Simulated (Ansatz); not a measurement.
# Pd(111) with 4 layers of random Pd-Al, 2x2: scattering by chemical disorder

Aim: the residual resistivity of a random alloy, from Pd(111) with 4 layers of random Pd-Al, 2x2 and longer regions.

Program: Ansatz 0.2.0. Level of theory: Ansatz plane-wave DFT, PBE, PAW files; ballistic transport by layer matching (Landauer), zero bias; PAW set soft_1. Results are calculated unless marked as measured.

## 1. The starting structure

The cell holds 40 atoms: 38 Pd and 2 Al. Its edges and angles: a = 5.501 Å, b = 5.501 Å, c = 22.514 Å, α = 93.5°, β = 86.5°, γ = 120.0°. It derives from Pd. Regions: lead, 24 atoms (24 Pd); scattering region, 16 atoms (14 Pd and 2 Al). The structure is stacked along c, and the current runs across the ab planes.

## 2. With 4 alloy layers

In 4 layers a share of 0.125 of the sites is given to Al at random. The layers about the cell's end stay perfect and serve as the lead. Energies from -0.05 to 0.05 eV in steps of 0.05 eV are too few for the program's thermal sum, so it prints no conductance; for a metal the transmission near the Fermi level serves, at a fraction of the cost.

Input file input.yaml:

```yaml
crystal:
  lattice:
    - [5.5010079149, 0.0, 0.0]
    - [-2.7505039575, 4.7640126007, 0.0]
    - [1.3752519787, -0.7940021001, 22.4577707709]
  atoms:
    - { symbol: Pd, position: [0.9916666667, 0.0083333333, 0.05] }
    - { symbol: Pd, position: [0.9916666667, 0.5083333333, 0.05] }
    - { symbol: Pd, position: [0.4916666667, 0.0083333333, 0.05] }
    - { symbol: Pd, position: [0.4916666667, 0.5083333333, 0.05] }
    - { symbol: Pd, position: [0.1416666667, 0.3583333333, 0.15] }
    - { symbol: Pd, position: [0.1416666667, 0.8583333333, 0.15] }
    - { symbol: Pd, position: [0.6416666667, 0.3583333333, 0.15] }
    - { symbol: Pd, position: [0.6416666667, 0.8583333333, 0.15] }
    - { symbol: Pd, position: [0.2916666667, 0.2083333333, 0.25] }
    - { symbol: Pd, position: [0.2916666667, 0.7083333333, 0.25] }
    - { symbol: Pd, position: [0.7916666667, 0.2083333333, 0.25] }
    - { symbol: Pd, position: [0.7916666667, 0.7083333333, 0.25] }
    - { symbol: Pd, position: [0.9416666667, 0.0583333333, 0.35] }
    - { symbol: Pd, position: [0.9416666667, 0.5583333333, 0.35] }
    - { symbol: Pd, position: [0.4416666667, 0.0583333333, 0.35] }
    - { symbol: Pd, position: [0.4416666667, 0.5583333333, 0.35] }
    - { symbol: Pd, position: [0.0916666667, 0.4083333333, 0.45] }
    - { symbol: Pd, position: [0.0916666667, 0.9083333333, 0.45] }
    - { symbol: Pd, position: [0.5916666667, 0.4083333333, 0.45] }
    - { symbol: Pd, position: [0.5916666667, 0.9083333333, 0.45] }
    - { symbol: Pd, position: [0.2416666667, 0.2583333333, 0.55] }
    - { symbol: Pd, position: [0.2416666667, 0.7583333333, 0.55] }
    - { symbol: Pd, position: [0.7416666667, 0.2583333333, 0.55] }
    - { symbol: Pd, position: [0.7416666667, 0.7583333333, 0.55] }
    - { symbol: Al, position: [0.8916666667, 0.1083333333, 0.65] }
    - { symbol: Pd, position: [0.8916666667, 0.6083333333, 0.65] }
    - { symbol: Pd, position: [0.3916666667, 0.1083333333, 0.65] }
    - { symbol: Al, position: [0.3916666667, 0.6083333333, 0.65] }
    - { symbol: Pd, position: [0.0416666667, 0.4583333333, 0.75] }
    - { symbol: Pd, position: [0.0416666667, 0.9583333333, 0.75] }
    - { symbol: Pd, position: [0.5416666667, 0.4583333333, 0.75] }
    - { symbol: Pd, position: [0.5416666667, 0.9583333333, 0.75] }
    - { symbol: Pd, position: [0.1916666667, 0.3083333333, 0.85] }
    - { symbol: Pd, position: [0.1916666667, 0.8083333333, 0.85] }
    - { symbol: Pd, position: [0.6916666667, 0.3083333333, 0.85] }
    - { symbol: Pd, position: [0.6916666667, 0.8083333333, 0.85] }
    - { symbol: Pd, position: [0.8416666667, 0.1583333333, 0.95] }
    - { symbol: Pd, position: [0.8416666667, 0.6583333333, 0.95] }
    - { symbol: Pd, position: [0.3416666667, 0.1583333333, 0.95] }
    - { symbol: Pd, position: [0.3416666667, 0.6583333333, 0.95] }
kpoints:
  mp_grid: { grid: [5, 5, 1] }
hamiltonian:
  xc: pbe
  pseudopotentials: { kind: paw, azcp: { folder: soft_1 } }
scf:
  occupations: { method: fermi_dirac, width: 0.1 }
output:
  transmission:
    leads: [[0, 4]]
    kmesh: [10, 10]
    e_range: [-0.05, 0.05]
    de: 0.05
  write_potential: true
  write_density: true
  volumetric_format: npy
```

Launch:

```console
> ansatz run input.yaml --threads 4 --pin off --max-ram 15360MiB --backend cpu --events-out ev --progress --plain --runs-dir out
```

Numbers of over 12 decimals in the logs are rounded to 6 here.

Output:

```text
Engine: ansatz 0.2.0, x86_64-unknown-linux-gnu
Pseudopotentials: kind: paw
Pseudopotential: Pd, paw, valence charge 18, recommended cutoff 420 eV (normal), soft_1/Pd.paw.azcp
Pseudopotential: Al, paw, valence charge 3, recommended cutoff 420 eV (normal), soft_1/Al.paw.azcp
Functional definition: PBE
  parameter kappa = 0.804
  parameter beta = 0.066725
  exchange = pbe_x(kappa = kappa, mu = beta*pi^2/3)
  correlation = pbe_c(beta = beta)
Crystal: 40 atoms, lattice volume = 588.548 Å³
Basis set: ecut = 420 eV, 11489 PW (Γ)
Bands: 414, of which v1, the nominal top of the filled ones, is band 345 counted from 1 (344 counted from 0)
Symmetry: 8 space group operations
Space group: P2/m (ITA 10), of the structure as read, at distance tolerance 8.4e-5 Å
k-points: 9 of 25
Non-local potential: Pd, projectors of the file, l = 0: 2, l = 1: 2, l = 2: 2, l = 3: 1
Non-local potential: Al, projectors of the file, l = 0: 2, l = 1: 2, l = 2: 1
PAW form: soft (Blöchl's): semilocal exchange-correlation on the pseudo side does not see the compensation charge
PAW one-centre angular grid: Pd, 590 points (default); XC on 64 Gauss nodes
PAW one-centre angular grid: Al, 110 points (default); XC on 64 Gauss nodes
Initial density: superposition of atomic densities (chi_scale 0.1, normalization cell, long waves 52 % of neutral atoms (reshape's long-wave potential 1.52 eV rms, cloud 2.60 Å wide))
Initial wavefunctions: pseudopotential atomic-orbital guess
Functional: x = pbe(κ = 0.804, μ = 0.219515), c = pbe(β = 0.066725)
SCF iter   1: F=—  HF=-266107.824348 eV  |F-HF|=—  |Δ(HF+E_count)|=         —  Δρ=1.90e-1  dr2=2.21e3  ethr=3.10e-3  ⟨swp⟩=5.0  Hψ=13030  notcnv=0  defer=48
preconditioner: auto → Kerker (q_TF=auto, 2.802 Å⁻¹)  [metal: Δε(μ)=0.007 eV  Ē_g=7.785 eV  σ=0.100 eV  W_gap=0.02  n_scr=240 (ndim 8)  ℏωp=30.1 eV  f_vac=0.000  D(μ)=46.27/eV (n_scr^D=540)]
SCF iter   2: F=—  HF=-266066.563832 eV  |F-HF|=—  |Δ(HF+E_count)|=    4.13e1  Δρ=9.08e-2  dr2=8.62e2  ethr=3.10e-3  ⟨swp⟩=2.1  Hψ=6736  notcnv=0  defer=300
SCF iter   3: F=—  HF=-266051.833239 eV  |F-HF|=—  |Δ(HF+E_count)|=    1.47e1  Δρ=2.08e-2  dr2=2.01e1  ethr=3.10e-3  ⟨swp⟩=2.0  Hψ=6229  notcnv=0  defer=338
SCF iter   4: F=—  HF=-266050.957372 eV  |F-HF|=—  |Δ(HF+E_count)|=   8.76e-1  Δρ=8.38e-3  dr2=1.77e1  ethr=2.91e-3  ⟨swp⟩=2.0  Hψ=4380  notcnv=0  defer=344
SCF iter   5: F=—  HF=-266050.729304 eV  |F-HF|=—  |Δ(HF+E_count)|=   2.28e-1  Δρ=3.34e-3  dr2=5.22e-1  ethr=2.57e-3  ⟨swp⟩=1.2  Hψ=3353  notcnv=0  defer=349
SCF iter   6: F=—  HF=-266050.697201 eV  |F-HF|=—  |Δ(HF+E_count)|=   3.21e-2  Δρ=1.09e-3  dr2=4.77e-2  ethr=7.57e-5  ⟨swp⟩=1.2  Hψ=4300  notcnv=0  defer=371
SCF iter   7: F=—  HF=-266050.695937 eV  |F-HF|=—  |Δ(HF+E_count)|=   1.26e-3  Δρ=3.97e-4  dr2=7.27e-3  ethr=6.92e-6  ⟨swp⟩=2.0  Hψ=3364  notcnv=0  defer=371
SCF iter   8: F=—  HF=-266050.695861 eV  |F-HF|=—  |Δ(HF+E_count)|=   7.65e-5  Δρ=1.80e-4  dr2=1.74e-3  ethr=1.05e-6  ⟨swp⟩=1.3  Hψ=3355  notcnv=0  defer=371
SCF iter   9: F=—  HF=-266050.695827 eV  |F-HF|=—  |Δ(HF+E_count)|=   3.41e-5  Δρ=3.05e-5  dr2=4.86e-5  ethr=2.52e-7  ⟨swp⟩=1.0  Hψ=3352  notcnv=0  defer=371
SCF iter  10: F=—  HF=-266050.695881 eV  |F-HF|=—  |Δ(HF+E_count)|=   5.41e-5  Δρ=1.23e-5  dr2=1.11e-5  ethr=7.04e-9  ⟨swp⟩=2.0  Hψ=3382  notcnv=0  defer=371
SCF iter  11: F=—  HF=-266050.695881 eV  |F-HF|=—  |Δ(HF+E_count)|=   6.91e-8  Δρ=5.00e-6  dr2=1.68e-6  ethr=1.60e-9  ⟨swp⟩=1.0  Hψ=3352  notcnv=0  defer=371
SCF iter  12: F=—  HF=-266050.695881 eV  |F-HF|=—  |Δ(HF+E_count)|=   1.08e-8  Δρ=1.60e-6  dr2=1.04e-7  ethr=2.43e-10  ⟨swp⟩=1.0  Hψ=3352  notcnv=0  defer=371
SCF iter  13: F=-266050.695881 eV  HF=-266050.695881 eV  |F-HF|=2.62e-9  |Δ(HF+E_count)|=   1.69e-9  Δρ=4.12e-7  dr2=2.94e-9  ethr=1.45e-11  ⟨swp⟩=8.7  Hψ=12364  notcnv=0
SCF 1 converged in 13 iterations: F = -266050.695881 eV  dr2 = 2.94e-9
  greatest PAW one-centre occupation: 0.999 electrons in one spin orbital (limit 2), on the Pd atom at site 34 (counted from 0), in its partial waves of l = 0
transmission: 112 of 1085 steps passed
transmission: 220 of 1085 steps passed
[...]
transmission: 1085 of 1085 steps passed
SCF converged after 13 iterations
Free energy (F): -266050.695881 eV
Harris-Foulkes:  -266050.695881 eV  (|F-HF|=2.62e-9)
Internal energy: -266048.672189 eV  (E = F + TS)
E sigma→0 (E₀):  -266049.684035 eV
Entropy (-TS):   -2.023691 eV (-50.592 meV/atom)
Fermi energy:    19.224031 eV
--- Per-component energies (eV) ---
  E_band       = -5547.537427
  E_kinetic    = 17109.397169
  E_local      = -81884.426297  (includes V_loc(G=0)·N_el)
  E_nonlocal   = 14101.586118
  E_hartree    = 34035.920400
  E_xc         = -5350.003710
  E_vxc        = -6730.368587  (∫ρ·V_xc dr)
  E_paw        = -145749.512310  (= ΣΔE_a)
  E_vpaw       = -16215.582134  (= ΣTr[D̂ρ^β])
  E_aug_tail   = 0.009144  (compensation charges beyond the density's cutoff)
  E_ewald      = -98311.642704
  E_smearing   = -2.023691  (= −TS)
  E_closure    = -0.000000  (closes the sum)
  Σ components = -266050.695881   (vs F -266050.695881, Δ=0.00e0)
--- Band table (eV; the first three rows and the last of 9) ---
  k-point 0: bands = [... 341 lower, 19.3125, 19.3157, 19.3251, 19.3289, 19.3770, 19.3811, 19.3878, 19.4427, ... 65 higher]
  k-point 1: bands = [... 341 lower, 19.1306, 19.1385, 19.1762, 19.1960, 19.2916, 19.2925, 19.3272, 19.4206, ... 65 higher]
  k-point 2: bands = [... 341 lower, 19.1095, 19.1495, 19.1621, 19.1928, 19.2059, 19.2360, 19.2546, 19.2852, ... 65 higher]
  k-point 8: bands = [... 341 lower, 19.1483, 19.1576, 19.1682, 19.2033, 19.2210, 19.2216, 19.2411, 19.2859, ... 65 higher]
--- Transmission ---
  basis      : 235 plane waves across, 35 finite elements along
  points     : 31, standing for a mesh of 10 x 10
  energies   : 3 from -0.050000 to 0.050000 eV about the Fermi level, 0.050000 eV apart; the leads are filled to 0.000000 eV, and channels, transmission and decay are at 0.000000 eV
  crystal 0  : Pd4, at the sites [0, 4], period 2.2458 Å, over 20.21 Å; its Hamiltonian steps by up to 7.0 meV
    offset         : up to 0.0000 Å between an atom of the period and one for which it stands
    channels       : 5.110000e0 a spin
    conductance    : none, the energies end too early or step too widely for 300 K: set another output.transmission.e_range or a lower de, or, where they end at an eighth of basis.ecutwfc, a higher one
  junction   : crystal 0 to crystal 0, 3.79 to 24.01 Å
    transmission   : 2.319438e0 a spin
    conductance    : none, the energies end too early or step too widely for 300 K: set another output.transmission.e_range or a lower de, or, where they end at an eighth of basis.ecutwfc, a higher one
```

Run time: 9.7 min. Hardware: 4 threads of AMD EPYC 7571, shared host; peak memory 4.6 GiB; 37 min of CPU time.

Numbers from this step:

| Quantity | Value |
| --- | --- |
| free energy | -266050.6959 eV |
| energy at zero smearing | -266049.6840 eV |
| Fermi energy | 19.22 eV |
| cell area | 26.21 Å² |
| transmission per spin nearest the Fermi level | 2.319 |
| open channels per spin nearest the Fermi level | 5.11 |
| step of the lead's potential | 7 meV |

Per spin. Transmission, zone mean against energy, zero at the Fermi level:

```csv
energy (eV),"transmission, zone mean"
-0.0500,2.75
0.0000,2.32
0.0500,2.00
```

Per spin. Open channels, zone mean, lead against energy, zero at the Fermi level:

```csv
energy (eV),"open channels, zone mean, lead"
-0.0500,6.01
0.0000,5.11
0.0500,4.51
```

Transmission over k1 and k2. At 0.0000 eV from the Fermi level.

Ten even steps from '_' (1.33) to '@' (3.98):
```
--**==..++==::::==--
++==##--::----::====
::..--##----____::::
--++::--++++____--::
**==----++--++----==
--::--____++++--::++
::::::____----##--..
++====::----::--##==
----==::::==++..==**
@@--++::--**--::++--
```
Columns: k1 (b1) from -0.5 to 0.4; rows upwards: k2 (b2) from -0.5 to 0.4.

Open channels over k1 and k2. At 0.0000 eV from the Fermi level.

Values, 10 rows by 10 columns:
```
 5.0  6.0  6.0  5.0  6.0  6.0  5.0  4.0  3.0  4.0
 4.0  6.0  5.0  5.0  5.0  5.0  6.0  4.0  3.0  3.0
 4.0  5.0  5.0  5.0  4.0  5.0  5.0  5.0  4.0  4.0
 5.0  6.0  5.0  4.0  7.0  7.0  4.0  5.0  6.0  5.0
10.0  6.0  5.0  5.0  7.0  7.0  7.0  5.0  5.0  6.0
 5.0  5.0  6.0  5.0  4.0  7.0  7.0  4.0  5.0  6.0
 4.0  4.0  4.0  5.0  5.0  5.0  4.0  5.0  5.0  5.0
 4.0  3.0  3.0  4.0  6.0  5.0  5.0  5.0  5.0  6.0
 5.0  4.0  3.0  4.0  5.0  6.0  6.0  5.0  6.0  6.0
10.0  5.0  4.0  4.0  5.0 10.0  5.0  4.0  4.0  5.0
```
Columns: k1 (b1) from -0.5 to 0.4; rows upwards: k2 (b2) from -0.5 to 0.4.

Over the solved energies the transmission per spin lies between 2.00 and 2.75, out of 5.21 channels of the lead on average (up to 6.01).

## 3. With 8 alloy layers

In 8 layers a share of 0.125 of the sites is given to Al at random. A fresh draw is used; the growth of the resistance with length is what counts.

System of this step: Pd(111) with 8 layers of random Pd-Al, 2x2. The cell holds 56 atoms: 52 Pd and 4 Al. Its edges and angles: a = 5.501 Å, b = 5.501 Å, c = 31.481 Å, α = 87.5°, β = 92.5°, γ = 120.0°. It derives from Pd. Regions: lead, 24 atoms (24 Pd); scattering region, 32 atoms (28 Pd and 4 Al). The structure is stacked along c, and the current runs across the ab planes.

Input file input.yaml:

```yaml
crystal:
  lattice:
    - [5.5010079149, 0.0, 0.0]
    - [-2.7505039575, 4.7640126007, 0.0]
    - [-1.3752519787, 0.7940021001, 31.4408790793]
  atoms:
    - { symbol: Pd, position: [0.005952381, 0.994047619, 0.0357142857] }
    - { symbol: Pd, position: [0.005952381, 0.494047619, 0.0357142857] }
    - { symbol: Pd, position: [0.505952381, 0.994047619, 0.0357142857] }
    - { symbol: Pd, position: [0.505952381, 0.494047619, 0.0357142857] }
    - { symbol: Pd, position: [0.1845238095, 0.3154761905, 0.1071428571] }
    - { symbol: Pd, position: [0.1845238095, 0.8154761905, 0.1071428571] }
    - { symbol: Pd, position: [0.6845238095, 0.3154761905, 0.1071428571] }
    - { symbol: Pd, position: [0.6845238095, 0.8154761905, 0.1071428571] }
    - { symbol: Pd, position: [0.3630952381, 0.1369047619, 0.1785714286] }
    - { symbol: Pd, position: [0.3630952381, 0.6369047619, 0.1785714286] }
    - { symbol: Pd, position: [0.8630952381, 0.1369047619, 0.1785714286] }
    - { symbol: Pd, position: [0.8630952381, 0.6369047619, 0.1785714286] }
    - { symbol: Pd, position: [0.0416666667, 0.9583333333, 0.25] }
    - { symbol: Pd, position: [0.0416666667, 0.4583333333, 0.25] }
    - { symbol: Al, position: [0.5416666667, 0.9583333333, 0.25] }
    - { symbol: Pd, position: [0.5416666667, 0.4583333333, 0.25] }
    - { symbol: Pd, position: [0.2202380952, 0.2797619048, 0.3214285714] }
    - { symbol: Pd, position: [0.2202380952, 0.7797619048, 0.3214285714] }
    - { symbol: Pd, position: [0.7202380952, 0.2797619048, 0.3214285714] }
    - { symbol: Pd, position: [0.7202380952, 0.7797619048, 0.3214285714] }
    - { symbol: Pd, position: [0.3988095238, 0.1011904762, 0.3928571429] }
    - { symbol: Pd, position: [0.3988095238, 0.6011904762, 0.3928571429] }
    - { symbol: Pd, position: [0.8988095238, 0.1011904762, 0.3928571429] }
    - { symbol: Pd, position: [0.8988095238, 0.6011904762, 0.3928571429] }
    - { symbol: Pd, position: [0.0773809524, 0.9226190476, 0.4642857143] }
    - { symbol: Pd, position: [0.0773809524, 0.4226190476, 0.4642857143] }
    - { symbol: Pd, position: [0.5773809524, 0.9226190476, 0.4642857143] }
    - { symbol: Pd, position: [0.5773809524, 0.4226190476, 0.4642857143] }
    - { symbol: Al, position: [0.255952381, 0.244047619, 0.5357142857] }
    - { symbol: Pd, position: [0.255952381, 0.744047619, 0.5357142857] }
    - { symbol: Pd, position: [0.755952381, 0.244047619, 0.5357142857] }
    - { symbol: Pd, position: [0.755952381, 0.744047619, 0.5357142857] }
    - { symbol: Pd, position: [0.4345238095, 0.0654761905, 0.6071428571] }
    - { symbol: Pd, position: [0.4345238095, 0.5654761905, 0.6071428571] }
    - { symbol: Pd, position: [0.9345238095, 0.0654761905, 0.6071428571] }
    - { symbol: Pd, position: [0.9345238095, 0.5654761905, 0.6071428571] }
    - { symbol: Pd, position: [0.1130952381, 0.8869047619, 0.6785714286] }
    - { symbol: Pd, position: [0.1130952381, 0.3869047619, 0.6785714286] }
    - { symbol: Al, position: [0.6130952381, 0.8869047619, 0.6785714286] }
    - { symbol: Pd, position: [0.6130952381, 0.3869047619, 0.6785714286] }
    - { symbol: Pd, position: [0.2916666667, 0.2083333333, 0.75] }
    - { symbol: Pd, position: [0.2916666667, 0.7083333333, 0.75] }
    - { symbol: Pd, position: [0.7916666667, 0.2083333333, 0.75] }
    - { symbol: Al, position: [0.7916666667, 0.7083333333, 0.75] }
    - { symbol: Pd, position: [0.4702380952, 0.0297619048, 0.8214285714] }
    - { symbol: Pd, position: [0.4702380952, 0.5297619048, 0.8214285714] }
    - { symbol: Pd, position: [0.9702380952, 0.0297619048, 0.8214285714] }
    - { symbol: Pd, position: [0.9702380952, 0.5297619048, 0.8214285714] }
    - { symbol: Pd, position: [0.1488095238, 0.8511904762, 0.8928571429] }
    - { symbol: Pd, position: [0.1488095238, 0.3511904762, 0.8928571429] }
    - { symbol: Pd, position: [0.6488095238, 0.8511904762, 0.8928571429] }
    - { symbol: Pd, position: [0.6488095238, 0.3511904762, 0.8928571429] }
    - { symbol: Pd, position: [0.3273809524, 0.1726190476, 0.9642857143] }
    - { symbol: Pd, position: [0.3273809524, 0.6726190476, 0.9642857143] }
    - { symbol: Pd, position: [0.8273809524, 0.1726190476, 0.9642857143] }
    - { symbol: Pd, position: [0.8273809524, 0.6726190476, 0.9642857143] }
kpoints:
  mp_grid: { grid: [5, 5, 1] }
hamiltonian:
  xc: pbe
  pseudopotentials: { kind: paw, azcp: { folder: soft_1 } }
scf:
  occupations: { method: fermi_dirac, width: 0.1 }
output:
  transmission:
    leads: [[0, 4]]
    kmesh: [10, 10]
    e_range: [-0.05, 0.05]
    de: 0.05
  write_potential: true
  write_density: true
  volumetric_format: npy
```

Output:

```text
[...]
Crystal: 56 atoms, lattice volume = 823.967 Å³
Basis set: ecut = 420 eV, 16079 PW (Γ)
Bands: 569, of which v1, the nominal top of the filled ones, is band 474 counted from 1 (473 counted from 0)
Symmetry: 2 space group operations
[...]
k-points: 9 of 25 (time reversal used)
[...]
SCF iter   1: F=—  HF=-364812.103392 eV  |F-HF|=—  |Δ(HF+E_count)|=         —  Δρ=1.64e-1  dr2=4.40e2  ethr=3.10e-3  ⟨swp⟩=5.0  Hψ=16707  notcnv=0  defer=59
[...]
SCF iter  12: F=-364752.164183 eV  HF=-364752.164183 eV  |F-HF|=9.32e-8  |Δ(HF+E_count)|=   7.45e-9  Δρ=9.45e-7  dr2=9.45e-8  ethr=1.05e-11  ⟨swp⟩=8.4  Hψ=16903  notcnv=0
SCF 1 converged in 12 iterations: F = -364752.164183 eV  dr2 = 9.45e-8
[...]
transmission: 152 of 1519 steps passed
transmission: 304 of 1519 steps passed
[...]
transmission: 1519 of 1519 steps passed
SCF converged after 12 iterations
Free energy (F): -364752.164183 eV
[...]
Internal energy: -364749.522230 eV  (E = F + TS)
E sigma→0 (E₀):  -364750.843206 eV
Entropy (-TS):   -2.641953 eV (-47.178 meV/atom)
Fermi energy:    18.986284 eV
[...]
--- Band table (eV; the first three rows and the last of 9) ---
  k-point 0: bands = [... 470 lower, 19.0684, 19.0822, 19.1023, 19.1032, 19.1101, 19.1346, 19.1476, 19.1762, ... 91 higher]
  k-point 1: bands = [... 470 lower, 18.9511, 18.9716, 18.9842, 19.0036, 19.0356, 19.0471, 19.0736, 19.1212, ... 91 higher]
  k-point 2: bands = [... 470 lower, 18.9255, 18.9328, 18.9536, 18.9604, 18.9696, 18.9888, 18.9960, 19.0106, ... 91 higher]
  k-point 8: bands = [... 470 lower, 18.9029, 18.9272, 18.9420, 18.9556, 18.9734, 18.9840, 18.9843, 18.9993, ... 91 higher]
--- Transmission ---
  basis      : 235 plane waves across, 49 finite elements along
  points     : 31, standing for a mesh of 10 x 10
[...]
channels       : 5.470000e0 a spin
[...]
junction   : crystal 0 to crystal 0, 0.70 to 29.89 Å
    transmission   : 2.109917e0 a spin
[...]
```

The job ended after 22 min (4 threads; peak memory 8.4 GiB).

Numbers from this step:

| Property | Result |
| --- | --- |
| free energy | -364752.1642 eV |
| energy at zero smearing | -364750.8432 eV |
| Fermi energy | 18.99 eV |
| transmission per spin nearest the Fermi level | 2.110 |
| open channels per spin nearest the Fermi level | 5.47 |
| step of the lead's potential | 13.9 meV |

Per spin. The transmission, zone mean by energy, zero at the Fermi level:

```csv
energy (eV),"transmission, zone mean"
-0.0500,2.61
0.0000,2.11
0.0500,1.77
```

Over the solved energies the transmission per spin lies between 1.77 and 2.61, out of 5.49 channels of the lead on average (up to 6.44).

(Continued in part 2 of 2.)

[Logs are printed without paths, hosts, clocks, repeated set-up lines and the standing remarks that a program may print on its own settings, such as how far it seeks lower states.]

[Hosts, paths, dates, database ids (printed as entryN), source tags and the programs' standing remarks are cut or masked in the printed files.]
